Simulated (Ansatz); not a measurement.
**Ligand exchange: C5H12 + C2H7BO3 → C4H10O + C3H9BO2**

Species: C5H12 (neopentane) `CC(C)(C)C`, singlet; C2H7BO3 `COB(O)OC`, singlet; C4H10O (tert-butanol) `CC(C)(C)O`, singlet; C3H9BO2 (boronic acid, methyl-, dimethyl ester) `COB(C)OC`, singlet. The partners trade CH3 for OH: C–CH3 and B–OH bonds give way to C–OH and B–CH3.

Shapes, held fixed at every level: PBE0-D4/def2-TZVP. Flexible molecules stand in one conformer, not always the lowest. Programs: Ansatz 0.2.0. Electronic energies: no zero-point or thermal term.

```json
{"level": "HF/def2-TZVPP", "kind": "Hartree–Fock", "ΔE (kJ/mol)": "+151.1", "less CCSD(T)/CBS estimate": "+6.9"}
{"level": "r2SCAN-D4/def2-TZVPP", "kind": "meta-GGA", "ΔE (kJ/mol)": "+139.3", "less CCSD(T)/CBS estimate": "-4.9"}
{"level": "B3LYP-D4/def2-TZVPP", "kind": "global hybrid", "ΔE (kJ/mol)": "+140.3", "less CCSD(T)/CBS estimate": "-3.9"}
{"level": "wB97M-V/def2-TZVPP", "kind": "range-separated hybrid", "ΔE (kJ/mol)": "+140.8", "less CCSD(T)/CBS estimate": "-3.4"}
{"level": "MP2/def2-TZVPP", "kind": "perturbation theory", "ΔE (kJ/mol)": "+152.3", "less CCSD(T)/CBS estimate": "+8.1"}
{"level": "CCSD(T)/def2-TZVPP", "kind": "coupled cluster or CI", "ΔE (kJ/mol)": "+145.6", "less CCSD(T)/CBS estimate": "+1.4"}
{"level": "CCSD(T)/CBS estimate", "kind": "coupled cluster or CI", "ΔE (kJ/mol)": "+144.2", "less CCSD(T)/CBS estimate": "0.0"}
```

The highest level, CCSD(T)/CBS estimate, gives ΔE = +144.2 kJ/mol; the levels span +139.3 to +152.3. The column of differences is taken from that level and isn't an error. No measured value is set beside it here. The CBS estimate extrapolates MP2 from def2-TZVPP and def2-QZVPP and adds CCSD(T) − MP2 in the triple-zeta set, cores frozen.
